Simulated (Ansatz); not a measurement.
InSe: ideal shear of a crystal plane

Computed with Ansatz 0.2.0, DFT PBEsol, scalar-relativistic, plane waves, PAW. The runs took a 420 eV cutoff, a Γ-centred 6×7×3 mesh and Gaussian smearing (0.05 eV). No spin polarisation. Energies are free energies at this smearing, counted from the undisturbed cell; pressure is positive in compression.

The undisturbed cell (relaxed at this level; this form isn't the usual structure):

```
In Se
1.0
     1.60512    0.00000   -4.27209
     0.00000    4.11055    0.00000
    10.14473    0.00000    4.26150
In Se
4 4
Direct
  0.85675 0.00000 0.38580
  0.35675 0.50000 0.88580
  0.14325 0.00000 0.61420
  0.64325 0.50000 0.11420
  0.01723 0.00000 0.15472
  0.51723 0.50000 0.65472
  0.98277 0.00000 0.84528
  0.48277 0.50000 0.34528
```

The cut lies on the cell's a–b face, a (1 0 0) plane (indices in the standard cell, whose axes needn't be the Cartesian ones shown) of area 18.76 Å², between layers 2.51 Å apart. Vector c is tilted by f times 0·a + 1·b (length 4.111 Å) with the atoms' Cartesian places fixed: one unrelaxed fault a cell. The traction is dγ/du, the slope of γ against the slip u in Å. Some rows repeat others by symmetry and weren't run.

```csv
f,γ (mJ/m²),traction (GPa)
0.0000,0,0.0
0.1000,33,1.7
0.2000,147,4.0
0.3000,361,6.4
0.4000,635,6.2
0.5000,787,0.1
0.6000,635,-6.2
0.7000,361,-6.4
0.8000,147,-4.0
0.9000,33,-1.7
```

Question: Read off the first barrier and the stress needed to climb it, and compare with Frenkel's sinusoid.

Answer: The first sampled maximum lies at f = 0.500, a slip of 2.06 Å, with γ ≈ 787 mJ/m², which stands in for the unstable fault energy γ_us, and the steepest sampled slope before it is 6.4 GPa. A sinusoid γ = γ_us sin²(πu/λ) with its maximum there has λ = 4.11 Å and a largest slope πγ_us/λ = 6.0 GPa (1 mJ/m² per Å = 0.01 GPa). The stand-in is too high: the stress and forces give a traction of 0.3 GPa across the line at this point, so it is no saddle, and slip that bends off the line crosses lower.

Question: Is there a metastable fault on this line?

Answer: Apart from points where γ returns to about zero, no local minimum shows among the samples, so at this sampling the line offers no fault for a dislocation to split on; a fault can still lie off the line.

The cut is rigid; relaxing the faces lowers these energies and usually the stresses.

The gap closes along the scan, which can put kinks into the curve.